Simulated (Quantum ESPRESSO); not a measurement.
# TiTe2 under changes of volume

One of the cells (26.760 Å³/atom); the others are scaled copies at fixed shape and fractional positions:

```xyz
3
Lattice="3.7770 0.0000 0.0000 -1.8885 3.2710 0.0000 0.0000 0.0000 6.4980" Properties=species:S:1:pos:R:3 pbc="T T T"
Te    0.0000    2.1807    4.7903
Te    1.8885    1.0903    1.7077
Ti    0.0000    0.0000    0.0000
```

- Program: Quantum ESPRESSO 7.5
- Functional: PBE
- Potentials or basis: SSSP 1.3 efficiency PBE
- Cutoff: 748 eV
- Density cutoff: 5987 eV
- k mesh: 8 × 8 × 4
- Occupations: fermi-dirac, width 0.05 eV
- Spin: no spin polarisation

```csv
volume (Å³/atom),energy over the lowest point (meV/atom),pressure (GPa),largest force (eV/Å)
25.154,?,?,?
25.689,17.09,3.9,0.402
26.225,6.61,2.4,0.210
26.760,1.07,1.0,0.030
27.295,0.00,-0.3,0.137
27.830,2.95,-1.4,0.292
28.365,9.53,-2.5,0.438
```

What does the run at 25.154 Å³/atom give?

Energy over the lowest point 33.05 meV/atom; pressure 5.7 GPa; largest force 0.608 eV/Å.

Worked out: A Birch-Murnaghan fit of order 3 (a polynomial in V^(-2/3)) to the other rows has its minimum at 27.16 Å³/atom with B0 = V·E''(V) = 63 GPa and B' = 4.2 at fixed shape and positions, which overstates the stiffness. It gives 33.03 meV/atom at 25.154 Å³/atom, against the run's 33.05, and -dE/dV = 5.6 GPa, against 5.7.

Energies are extrapolated to zero smearing.

Caveats: this functional lacks dispersion, which binds the layers, so the pressure and a relaxed spacing across them are unreliable.
